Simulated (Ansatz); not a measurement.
Here is an Ansatz 0.2.0 calculation.

File input.yaml:

```yaml
crystal:
  lattice:
    - [4.3662, 0.0, 0.0]
    - [-2.1831, 3.781240118, 0.0]
    - [0.0, 0.0, 4.9536]
  atoms:
    - { symbol: Se, position: [0.7746, 0.7746, 0.0] }
    - { symbol: Se, position: [0.0, 0.2254, 0.6666666667] }
    - { symbol: Se, position: [0.2254, 0.0, 0.3333333333] }
hamiltonian:
  xc: lda
  pseudopotentials: { kind: paw }
kpoints:
  mp_grid: { grid: [7, 7, 6] }
scf:
  occupations: { method: fermi_dirac, width: 0.05 }
output:
  forces: true
  stress: true
relax:
  f_tol: 0.01
  max_steps: 40
  cell: { stress_tol: 0.05 }
```

Potentials or basis: Ansatz PAW.

Run with:

```bash
$ ansatz run input.yaml --threads 2 --pin off --max-ram 5632MiB --backend cpu --events-out ev --progress --plain --runs-dir out
```

Q: Predict the relaxed volume.

A: 23.05 Å³/atom.

Q: What does it give for the relaxed cell?

A: a = 3.949 Å, b = 3.949 Å, c = 5.120 Å, α = 90.00°, β = 90.00°, γ = 120.00°.

Step by step:
```
step  energy change (eV)  largest force (eV/Å)  volume (Å³)
   1              0.0000                0.2132        81.78
   2             -0.0913                0.2962        72.74
   3             -0.1390                0.0685        67.78
   4             -0.1496                0.0919        69.99
   5             -0.1521                0.0374        69.06
   6             -0.1523                0.0046        69.14
   7             -0.1506                0.0049        69.14
```

Caveat: the volume moved by over 15 % at a fixed basis, so the end points are rough; the plane-wave basis is chosen anew once the cell has moved, so the energies of steps on either side of that aren't comparable; the volume moved by -15 % from the deposited cell, more than functionals usually miss; the PAW data sets come from PBE, with cores solved anew for the run's functional, which leaves a small shift of forces and pressure. LDA usually gives volumes a few per cent too small.
